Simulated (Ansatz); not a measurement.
# Trigonal deformation path in InAs

The calculation used DFT r2SCAN, scalar-relativistic, plane waves, PAW in Ansatz. Settings: plane waves to 500 eV, k-mesh 16×16×16 (Γ-centred), Gaussian smearing 0.15 eV. No spin polarisation. Energies are free energies at this smearing, counted from the undisturbed cell; pressure is positive in compression.

The undisturbed cell (as given, not relaxed at this level; it stands at -2.4 GPa; this rock-salt form isn't the usual structure):

```yaml
crystal:
  lattice:
    - [0.00000, 2.87730, 2.87730]
    - [2.87730, 0.00000, 2.87730]
    - [2.87730, 2.87730, 0.00000]
  atoms:
    - { symbol: In, position: [0.50000, 0.50000, 0.50000] }
    - { symbol: As, position: [0.00000, 0.00000, 0.00000] }
```

At fixed volume and fractional coordinates, lengths along (0.577, 0.577, 0.577) are scaled against those across it; ρ is that ratio over its starting value. The cell is metallic on the mesh throughout. At ρ = 0.500 the cell becomes cubic (Pm-3m), and there the slope of the energy vanishes by symmetry.

| ρ | ΔE (meV/atom) | pressure (GPa) |
| --- | --- | --- |
| 0.500 | ? | ? |
| 0.710 | 252.5 | -2.2 |
| 1.000 | 0.0 | -2.4 |
| 2.000 | 505.8 | -2.7 |

Give the withheld values.

ΔE (meV/atom) at ρ = 0.500: 374.8; pressure (GPa) at ρ = 0.500: -3.6.